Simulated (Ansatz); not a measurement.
Input and command of a calculation in Ansatz (plane waves; scalar-relativistic PAW potentials unless the input names others):

```yaml
crystal:
  lattice:
    - [3.8068917455, 0.0, 0.0]
    - [0.0, 4.9347796806, 0.0]
    - [0.0, 0.0, 3.8086140511]
  atoms:
    - { symbol: Sn, position: [0.0, 0.232499553, 0.3751027281] }
    - { symbol: Sn, position: [0.5, 0.767500447, -0.1248972719] }
    - { symbol: O, position: [0.0, 1.00009292, 0.8748982719] }
    - { symbol: O, position: [0.5, -9.292e-05, 0.3748982719] }
basis:
  ecutwfc: 500
  xc_grid: 2
kpoints:
  mp_grid: { grid: [8, 4, 6] }
hamiltonian:
  xc: r2scan
scf:
  occupations: { method: gaussian, width: 0.02 }
output:
  forces: true
  eigenvalues: true
  stress: true
```

```bash
ansatz run input.yaml --threads 2 --pin off --max-ram 5120MiB --backend cpu --events-out ev --progress --plain --runs-dir out
```

Abridged log:
```
Pseudopotentials: kind: paw
Pseudopotential: Sn, paw, valence charge 14, recommended cutoff 500 eV (meta_gga)
Pseudopotential: O, paw, valence charge 6, recommended cutoff 500 eV (meta_gga)
Functional definition: r2SCAN
Crystal: 4 atoms, lattice volume = 71.549 Å³
Basis set: ecut = 500 eV, 1817 PW (Γ), exchange–correlation on 60×72×60 points (8 copies of the dense FFT grid, shifted against one another)
Bands: 24, of which v1, the nominal top of the filled ones, is band 20 counted from 1 (19 counted from 0)
Symmetry: 4 space group operations
Space group: Pmn21 (ITA 31), of the structure as read, at distance tolerance 4.2e-5 Å
k-points: 60 of 192 (time reversal used)
Initial density: superposition of atomic densities (neutral atoms: chi_scale 0, normalization atom), corrected by the library's trained network
Initial wavefunctions: pseudopotential atomic-orbital guess
Functional: x = r2scan, c = r2scan; τ floored in thin density (d = 2e-4 eV/Å³)
SCF iter   1: F=—  HF=-13214.612174 eV  |F-HF|=—  |Δ(HF+E_count)|=         —  Δρ=8.14e-3  dr2=4.22e-2  dr2_τ=1.15e-1  ethr=1.77e-3  ⟨swp⟩=6.2  Hψ=6715  notcnv=0
SCF iter   2: F=—  HF=-13214.690954 eV  |F-HF|=—  |Δ(HF+E_count)|=   7.88e-2  Δρ=4.91e-3  dr2=1.00e-2  dr2_τ=8.34e-4  ethr=1.05e-4  ⟨swp⟩=2.5  Hψ=2812  notcnv=0
SCF iter   3: F=—  HF=-13214.691427 eV  |F-HF|=—  |Δ(HF+E_count)|=   4.73e-4  Δρ=1.10e-3  dr2=7.17e-4  dr2_τ=9.54e-5  ethr=2.50e-5  ⟨swp⟩=3.0  Hψ=2799  notcnv=0
SCF iter   4: F=—  HF=-13214.691553 eV  |F-HF|=—  |Δ(HF+E_count)|=   1.26e-4  Δρ=2.81e-4  dr2=5.35e-5  dr2_τ=4.17e-6  ethr=1.79e-6  ⟨swp⟩=2.0  Hψ=2008  notcnv=0
SCF iter   5: F=—  HF=-13214.691561 eV  |F-HF|=—  |Δ(HF+E_count)|=   8.02e-6  Δρ=1.26e-4  dr2=1.18e-5  dr2_τ=7.33e-7  ethr=1.34e-7  ⟨swp⟩=2.0  Hψ=1944  notcnv=0
SCF iter   6: F=—  HF=-13214.691561 eV  |F-HF|=—  |Δ(HF+E_count)|=   9.36e-8  Δρ=2.68e-5  dr2=5.35e-7  dr2_τ=2.01e-8  ethr=2.94e-8  ⟨swp⟩=2.0  Hψ=1945  notcnv=0
SCF iter   7: F=-13214.691561 eV  HF=-13214.691561 eV  |F-HF|=2.16e-8  |Δ(HF+E_count)|=   1.45e-7  Δρ=6.69e-6  dr2=3.12e-8  dr2_τ=1.11e-9  ethr=2.50e-10  ⟨swp⟩=6.4  Hψ=6675  notcnv=0
SCF 1 converged in 7 iterations: F = -13214.691561 eV  dr2 = 3.12e-8
SCF converged after 7 iterations
Free energy (F): -13214.691561 eV
Harris-Foulkes:  -13214.691561 eV  (|F-HF|=2.16e-8)
Internal energy: -13214.691561 eV  (E = F + TS)
E sigma→0 (E₀):  -13214.691561 eV
Fermi energy:    9.838231 eV
--- Forces (eV/Å), atoms counted from 1 ---
  atom   1  Sn     0.00000000    -0.00548801    -0.00277144
  atom   2  Sn     0.00000000     0.00548801    -0.00277144
  atom   3  O      0.00000000    -0.00058961     0.00276197
  atom   4  O      0.00000000     0.00058961     0.00276197
--- Stress (GPa, compression-positive) ---
       -0.001673       0.000000       0.000000
        0.000000       0.003355       0.000000
        0.000000       0.000000      -0.010025
  P = ⅓ Tr σ = -0.0028 GPa (-0.028 kbar)
```

Apart from outputs, empty bands and the relaxation, which only the reference makes, the input differs from a reference run on usual settings in basis.xc_grid: not typed → 2. The reference, at the same geometry, ended its own course with pressure 0.00 GPa, largest force 0.006 eV/Å, gap on the mesh 0.36 eV. This run converged in 7 SCF iterations with an energy at zero smearing 0.17 meV/atom above the reference's, pressure 0.00 GPa, largest force 0.006 eV/Å, gap on the mesh 0.36 eV.

The run took 8.6 s on 2 threads of Intel(R) Xeon(R) 6975P-C (Granite Rapids) (shared host), peak memory 0.43 GiB.